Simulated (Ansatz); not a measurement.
A run of Ansatz 0.2.0 is set up as follows.

File input.yaml:

```yaml
crystal:
  lattice:
    - [0.0, 2.5575, 2.5575]
    - [2.5575, 0.0, 2.5575]
    - [2.5575, 2.5575, 0.0]
  atoms:
    - { symbol: Hf, position: [0.0, 0.0, 0.0] }
    - { symbol: O, position: [0.75, 0.75, 0.75] }
    - { symbol: O, position: [0.25, 0.25, 0.25] }
hamiltonian:
  xc: pbe
  pseudopotentials: { kind: paw }
  dispersion: d3bj
kpoints:
  mp_grid: { grid: [9, 9, 9] }
scf:
  occupations: { method: fermi_dirac, width: 0.05 }
output:
  forces: true
  stress: true
relax:
  f_tol: 0.01
  max_steps: 40
  cell: { stress_tol: 0.05 }
```

Potentials or basis: Ansatz PAW.

Command:

```bash
$ ansatz run input.yaml --threads 2 --pin off --max-ram 5632MiB --backend cpu --events-out ev --progress --plain --runs-dir out
```

Q: Predict the relaxed volume.

A: 10.88 Å³/atom.

Q: Estimate the space group after relaxing (to 0.05 Å).

A: Fm-3m (No. 225).

Final structure:
```
Hf O
1.0
     0.00000    2.53644    2.53644
     2.53644    0.00000    2.53644
     2.53644    2.53644    0.00000
Hf O
1 2
Direct
  0.00000 0.00000 0.00000
  0.75000 0.75000 0.75000
  0.25000 0.25000 0.25000
```

Caveat: the pressure holds a Pulay correction of +0.9 GPa for the finite cutoff.
